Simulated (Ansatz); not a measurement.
BaS: the change of smallest direct gap on path with volume per atom

All results are calculated (Ansatz 0.2.0). Periodic Kohn-Sham DFT of a crystal at fixed atoms; Kohn-Sham levels at symmetry points; band -1 is the highest filled and +1 the lowest empty one at that point, spin up along a +z start moment.

Cell of the first row (space group Fm-3m, No. 225):
```
CELL_PARAMETERS angstrom
0.00000 3.12860 3.12860
3.12860 0.00000 3.12860
3.12860 3.12860 0.00000
ATOMIC_POSITIONS crystal
Ba 0.00000 0.00000 0.00000
S 0.50000 0.50000 0.50000
```

Settings of every row: method all-electron LAPW; functional PBE; relativity scalar; k mesh 8x8x8; filling fermi-dirac; smearing width 0.02 eV; basis error target 0.25 meV/atom; nucleus gaussian.

Atom start moment: 0 on all atoms.

Limits: no spin-orbit coupling on heavy atoms; semilocal functionals tend to give too small a gap.

```csv
row,volume per atom (Å³),smallest direct gap on path (eV),band gap (eV)
1,30.622,2.165,2.104
2,31.273,?,?
3,31.925,2.267,2.175
4,32.251,2.29,2.191
5,32.576,2.311,2.206
6,32.902,2.332,2.221
7,33.228,2.351,2.234
8,33.879,2.387,2.26
9,34.531,2.419,2.283
```

Question: what smallest direct gap on path should row 2 give?

Worked fit of smallest direct gap on path. Take t = volume per atom − 33, in Å³. The shown rows have t = -2.378, -1.075, -0.749, -0.424, -0.098, 0.228, 0.879, 1.531. Least squares give smallest direct gap on path = 2.3378 + 0.06061 × t − 0.00505 × t² eV; a straight line predicts inner rows, each left out in turn, worse (root mean square 0.006 against 0.00035 eV). All shown rows lie on it to the printed digit. The withheld row has t = -1.727, so the fit gives 2.3378 + 0.06061 × (-1.727) − 0.00505 × (-1.727)² = 2.218 eV.

The calculation gave 2.219 eV. The fit lies 0.001 eV (0.39 % of the column's range) below it, one unit of the last digit.

The other values of row 2: band gap 2.142 eV.
